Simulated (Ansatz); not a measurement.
Born–Oppenheimer molecular dynamics of a periodic cell of 16 atoms, Na (start crystal Na, start structure bcc, volume 1.15 times the crystal's). It goes on from the last frame of an earlier run, with new velocities.

Method: DFT PBE, scalar-relativistic, plane waves, PAW in Ansatz 0.2.0. Settings: accuracy low, cutoff 420 eV, k mesh 1x1x1, fermi-dirac smearing 0.11 eV, no spin polarisation.

```json
{
  "ensemble": "NVE (velocity Verlet)",
  "time step": "20 fs",
  "steps asked": "200",
  "starting velocities drawn for": "780 K",
  "seed": "384010"
}
```

First frame:

```xyz
16
Lattice="8.8635 0.0000 0.0000 0.0000 8.8635 0.0000 0.0000 0.0000 8.8635" Properties=species:S:1:pos:R:3
Na 1.046 -0.002 1.577
Na 3.480 -3.865 -2.676
Na 1.655 8.058 -1.559
Na -2.557 2.167 5.949
Na 1.373 1.998 5.602
Na 4.166 7.076 -0.852
Na 3.936 -0.383 4.093
Na 5.501 0.232 1.314
Na 0.650 3.808 3.368
Na 3.203 5.678 2.458
Na 0.366 4.677 9.123
Na 5.986 5.934 2.161
Na 8.276 7.522 3.701
Na 3.877 3.095 8.878
Na 5.258 2.633 3.172
Na 6.966 4.551 6.873
```

Question: What does the run give?

Answer: All steps were run.

- steps done: 200
- time covered: 4000 fs
- mean temperature over the second half: 1010 K
- spread of the potential energy over the second half: 18.4 meV per atom
- mean potential energy of the second half above the start: -28.6 meV per atom

The conserved energy stayed within 3.7 meV per atom of its start (net change -0.96 meV per atom), so there is no drift, though single steps change it by up to 69 meV in the whole system, a sign of fast motions only just resolved. A run of 4 ps of so small a system gives no equilibrium averages. Limits of this set-up: coarse k mesh, low accuracy level.

Question: What happens to the structure?

Answer: Mean squared displacements from the first frame to the last, about the centre of mass: Na 41.91 Å². Another seed would give other details.

Question: How do temperature and energy run in time?

Answer: 
| time (fs) | T (K) | potential energy less start (eV) | conserved less start (meV/atom) |
| --- | --- | --- | --- |
| 0.0 | 780 | 0.000 | 0.00 |
| 320.0 | 1014 | -0.486 | -2.02 |
| 640.0 | 989 | -0.439 | -2.06 |
| 960.0 | 1132 | -0.710 | -1.68 |
| 1280.0 | 886 | -0.184 | 1.36 |
| 1600.0 | 976 | -0.376 | 0.30 |
| 1920.0 | 1125 | -0.723 | -3.33 |
| 2240.0 | 778 | 0.015 | 0.71 |
| 2560.0 | 861 | -0.186 | -1.79 |
| 2880.0 | 1034 | -0.502 | -0.66 |
| 3200.0 | 1244 | -0.920 | -1.30 |
| 3520.0 | 1010 | -0.448 | -0.18 |
| 3840.0 | 1016 | -0.463 | -0.37 |

Time of the run: 8.3 min on 1 thread of Intel(R) Xeon(R) 6975P-C (Granite Rapids) (shared host), peak memory 0.7 GiB.
